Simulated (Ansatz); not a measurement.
**ZnS: enthalpy against pressure**

ZnS, P6_3mc, a = 3.807 Å, c = 6.245 Å. The compound has several low-lying forms, and this is one of them. Ansatz: r2SCAN, PAW, 500 eV, Γ-centred 6×6×4 mesh on 4 atoms, Gaussian smearing 0.02 eV; no spin polarisation. Cell and atoms are relaxed at each pressure, and no other structure is tried; the real crystal is known to change phase within this range, so the rows at high pressure are metastable. y is the enthalpy over the state at zero pressure; there V0 = 19.590 Å³/atom. The pressures are the targets, met within 0.05 GPa.

| P (GPa) | y (eV/atom) |
| --- | --- |
| -2.0 | -0.2478 |
| 0.0 | 0.0000 |
| 2.0 | 0.2415 |
| 5.0 | 0.5937 |
| 10.0 | ? |
| 20.0 | 2.2206 |
| 40.0 | 4.1626 |

Problem. Fit y = c1 P + c2 P² + c3 P³ to the other rows, say what c1 and c2 mean, and predict the missing value.

Solution. Least squares on the rows shown. y = 0.12203 P − 0.00065112 P² + 5.0526×10⁻⁶ P³. Since dH/dP = V, c1 is V0: 0.12203 eV/GPa × 160.2 = 19.549 Å³ against 19.590; c2 = −V0/(2B0) gives B0 = 94 GPa, where a Birch–Murnaghan fit to the volumes of the same runs (not shown) gives 78 GPa: a cubic over this range folds the higher terms into c2. At P = 10.0 the fit asked for gives 1.1602 eV/atom. The run gave 1.1580 eV/atom, so the fit is 0.0022 eV/atom too high, 0.05 % of the span of the series, against an rms of 0.0006 eV/atom on the fitted rows. With a term in P⁴ added, a fit to the same known rows predicts 1.1574 eV/atom, so most of the miss is curvature that the known rows already hold.